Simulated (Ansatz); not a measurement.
CsCl, CsCl type, relaxed with r2SCAN, was run in the PAW code Ansatz under altered settings. All numbers are computed, without spin polarisation but where a row says otherwise.

```xyz
2
Lattice="4.1407 0.0000 0.0000 0.0000 4.1407 0.0000 0.0000 0.0000 4.1407" Properties=species:S:1:pos:R:3 pbc="T T T"
Cs    0.0000    0.0000    0.0000
Cl    2.0703    2.0703    2.0703
```

The base run's other keys:
```yaml
kpoints:
  mp_grid: { grid: [4, 4, 4] }
hamiltonian:
  xc: hse06
scf:
  occupations: { method: fixed }
  n_extra_bands: 4
```

It takes 10 iterations with 1357 plane waves at 420 eV and 10 k points, and leaves a mean stress of +0.43 GPa. The gap over this mesh is 6.527 eV.

Outcomes, with energy and stress as changes against the base:
```
                                  setting    outcome  ΔF (meV/atom)  Δ mean stress (GPa)  gap on the mesh (eV)  iterations
 PBE hybrid, exx coeff 0.1, omega 0.3 1/Å  converged              –                 +0.2                 5.638           9
 PBE hybrid, exx coeff 0.3, omega 0.3 1/Å  converged              –                 -0.1                 6.504          10
                hamiltonian.xc: cam_b3lyp  converged              –                 +0.3                 9.496          10
PBE hybrid, exx coeff 0.15, omega 0.5 1/Å  converged              –                 +0.2                 5.628           9
                     scf.n_extra_bands: 1  converged            0.0                  0.0                 6.527          10
        scf.occupations: fermi_dirac 0.05  converged            0.0                  0.0                 6.527          11
```
A dash marks a value that wasn't obtained or can't be compared. Stress is positive in compression.

- PBE hybrid, exx coeff 0.1, omega 0.3 1/Å. That is 10 % exact exchange, screened with ω = 0.3 1/Å, against HSE06's 25 % screened at 0.208 1/Å. The mean stress moves by +0.2 GPa and the gap on the mesh by -0.888 eV (to 5.638). Totals of different functionals aren't comparable.
- PBE hybrid, exx coeff 0.3, omega 0.3 1/Å. That is 30 % exact exchange, screened with ω = 0.3 1/Å, against HSE06's 25 % screened at 0.208 1/Å. The mean stress moves by -0.1 GPa and the gap on the mesh by -0.023 eV (to 6.504). Totals of different functionals aren't comparable.
- hamiltonian.xc: cam_b3lyp. The mean stress moves by +0.3 GPa and the gap on the mesh by +2.969 eV (to 9.496). It's another functional on the same cell, so totals aren't comparable.
- PBE hybrid, exx coeff 0.15, omega 0.5 1/Å. That is 15 % exact exchange, screened with ω = 0.5 1/Å, against HSE06's 25 % screened at 0.208 1/Å. The mean stress moves by +0.2 GPa and the gap on the mesh by -0.899 eV (to 5.628). Totals of different functionals aren't comparable.

Within 1 meV an atom, 0.1 GPa and 0.005 eV of the base stay: scf.n_extra_bands: 1; scf.occupations: fermi_dirac 0.05.

The runs are scalar-relativistic, without spin-orbit coupling.

The stress of a hybrid is loosely converged in these runs.

The meshes of the hybrids are coarse, so their gaps aren't converged to the digits shown.
